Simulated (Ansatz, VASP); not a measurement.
# Two plane-wave programs on KF

```xyz
2
Lattice="0.0000 2.5817 2.4849 2.6269 0.0000 2.4849 2.6269 2.5817 0.0000" Properties=species:S:1:pos:R:3 pbc="T T T"
K     0.0000    0.0000    0.0000
F     2.6269    2.5817    2.4849
```

Change from the starting cell: normal strain along x +0.0175, normal strain along z -0.0375.

Alike in both runs: task single point; functional LDA; k mesh 8 × 8 × 8; occupations gaussian, width 0.05 eV; no spin polarisation.

|  | VASP | Ansatz |
| --- | --- | --- |
| version | VASP 6.6.1 | Ansatz 0.2.0 |
| potentials or method | VASP PAW LDA potentials, release 64 (K_sv, F) | scalar-relativistic, plane waves, PAW |
| plane-wave cutoff (eV) | 520 | 520 |
| valence electrons in the cell | 16 | 16 |

|  | VASP | Ansatz | Ansatz less VASP |
| --- | --- | --- | --- |
| gap on the k mesh at the Fermi level (eV) | 6.35 | 6.37 | +0.020 |
| least direct gap on the mesh (eV) | 6.35 | 6.37 | +0.021 |
| pressure (GPa) | 1.5 | 1.2 | -0.29 |
| largest component of the traceless stress (GPa) | 3.16 | 3.00 | -0.157 |

A k mesh can miss the band edges.
